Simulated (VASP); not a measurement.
Set up this calculation in VASP 6.6.1, as the native input.

- Task: single point
- Functional: r2SCAN
- Potentials or basis: VASP PAW PBE potentials, release 64 (Mn_pv, S)
- Cutoff: 520 eV
- k mesh: 5 × 5 × 4
- Occupations: gaussian, width 0.05 eV
- Spin: collinear spin, zero start
- Starting moments: [0.0, 0.0, 0.0, 0.0] μB
- Hubbard terms: Mn d U = 3 eV
- Further INCAR settings: ALGO = Normal; EDIFF = 1e-06

The structure of MnS lies in POSCAR:

```
MnS
1.0
    4.3056791600      0.0000000000      0.0000000000
    0.0000000000      4.3056791600      0.0000000000
    0.0000000000      0.0000000000      5.3605806400
Mn S
2 2
Direct
    0.0000000000      0.5000000000      0.0000000000
    0.5000000000      0.0000000000      0.5000000000
    0.0000000000      0.0000000000      0.2500000000
    0.0000000000      0.0000000000      0.7500000000
```

Measurements of this composition are mostly on another form, of space group No. 225.

The input as run:

INCAR

```
ALGO = Normal ; EDIFF = 1E-6
ENCUT = 520 ; ISIF = 2
ISMEAR = 0 ; ISPIN = 2
LASPH = T ; LCHARG = T
LDAU = T ; LDAUJ = 0 0
LDAUL = 2 -1 ; LDAUPRINT = 1
LDAUTYPE = 2 ; LDAUU = 3 0
LELF = T ; LMAXMIX = 4
LMIXTAU = T ; LORBIT = 11
LREAL = F ; LVHAR = T
LWAVE = F ; MAGMOM = 0 0 0 0
METAGGA = R2SCAN ; NELM = 100
PREC = Accurate ; SIGMA = 0.05
```

KPOINTS

```
k-points
0
Gamma
  5 5 4
```

Potentials or basis: VASP PAW PBE potentials, release 64 (Mn_pv, S).

Run with:

```bash
$ cat potpaw_PBE.64/Mn_pv/POTCAR potpaw_PBE.64/S/POTCAR > POTCAR
$ mpirun -np 1 vasp_std > vasp.out
```

Results of the run:

| Item | Value |
| --- | --- |
| Pressure | -13.3 GPa |
| Band gap on the k mesh | none (metal or under the smearing width) |
| Net moment | 0.00 μB per cell |
| Valence electrons inside the program's atomic spheres | Mn 11.38; S 3.64 |

Caveat: the PAW data sets were made with another functional, which shifts forces and pressure a little.

Wall time 3.1 min on 1 thread of Intel(R) Xeon(R) 6975P-C (Granite Rapids) (shared host), peak memory 0.28 GiB.
